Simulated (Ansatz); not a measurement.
**What do other settings change for generalised stacking fault on (110) of a LiCl-LiBr solid solution (56 atoms)?**

The cell holds 56 atoms: 28 Li, 10 Br and 18 Cl. Cell: a = 7.448 Å, b = 5.266 Å, c = 26.357 Å, α = 90.0°, β = 85.3°, γ = 90.0°. It derives from LiCl and LiBr. Rock-salt LiCl lattice (a = 5.2663 Å, the value set for the mixture), cell with z along [110], 2 x 1 x 7 periods; the third cell vector is tilted by 0.583 of 1/2[1-10] and lengthened by 0.2 Å, so the cell holds one fault; displaced by a Gaussian of 0.01 Å; 10 of 28 Cl sites given to Br at random (lattice constant by Vegard's rule between LiCl and LiBr).

Geometry: as built.

Reference run: Kohn-Sham DFT, PBE, PAW (set soft_2), plane waves (Ansatz 0.2.0), cutoff 420 eV, k-mesh 2×3×1, fermi-dirac smearing of 0.05 eV.

- r.m.s. force component: 0.4546 eV/Å
- pressure: 1.318 GPa
- gap (highest filled to lowest empty level): 5.346 eV
- SCF cycles: 7
- time: 44 s on 4 threads of Arm Neoverse V2, shared host

Q: Estimate how much each variant changes the results, and its time and memory.
- support functions medium
- support functions low
- support functions high
- support functions medium, radius 3.85 Å
- support functions medium, radius 4.17 Å
- support functions medium, radius 4.44 Å
- support functions medium, radius 4.76 Å
- support functions medium, radius 5.36 Å
- support functions medium, radius 5.95 Å

Each row is set against the plane-wave reference (Kohn-Sham DFT, PBE, PAW (set soft_2), plane waves; r.m.s. force component 0.455 eV/Å). Energies are set beside the reference only for runs with its functional, potentials and electron count. Times are for 4 threads of Arm Neoverse V2, shared host. The reference's time includes the DOS, ELF, the stress and grids, which some other runs skip.

```csv
run,"Δ force, r.m.s. (meV/Å)",share of r.m.s. force (%),Δ energy (meV/atom),Δ gap (eV),cycles,time,host memory (GiB)
reference,-,-,-,-,7,44 s,3.0
support functions medium,0.128,0.0282,-0.250,8.0e-4,17,67 s,2.0
support functions low,0.136,0.0299,-0.250,9.0e-4,15,63 s,2.0
support functions high,0.045,0.0099,-0.293,-3.0e-4,19,3.2 min,4.0
"support functions medium, radius 3.85 Å",0.135,0.0296,-0.251,0.001,17,62 s,1.9
"support functions medium, radius 4.17 Å",0.095,0.0208,-0.250,4.0e-4,17,76 s,2.2
"support functions medium, radius 4.44 Å",0.078,0.0172,-0.250,0,18,91 s,2.4
"support functions medium, radius 4.76 Å",0.074,0.0162,-0.250,-1.0e-4,18,1.9 min,2.7
"support functions medium, radius 5.36 Å",0.069,0.0152,-0.250,-2.0e-4,18,3 min,3.4
"support functions medium, radius 5.95 Å",0.069,0.0152,-0.25,-2.0e-4,18,4.6 min,4.3
```

Among numerical settings the force difference runs from 0.045 meV/Å (support functions high) to 0.14 meV/Å (support functions low). At 56 atoms the fastest of the runs at a preset level, support functions low, takes roughly 1.4 times the time of plane waves (whose run also made extra analyses, so the like-for-like ratio is larger), in 15 SCF cycles against 7. Differences between support functions and plane waves include what basis error the plane-wave run still has. As the radius goes from 3.85 to 5.95 Å, the force difference goes from 0.14 to 0.069 meV/Å, and the time from 62 s to 4.6 min. The cell is under 6 Å thick along one periodic direction, so every atom has periodic images of itself close by, which move with it and show among its neighbours and in g(r).

[Logs are printed without paths, hosts, clocks, repeated set-up lines and the standing remarks that a program may print on its own settings, such as how far it seeks lower states.]

[Hosts, paths, dates, database ids (printed as entryN), source tags and the programs' standing remarks are cut or masked in the printed files.]
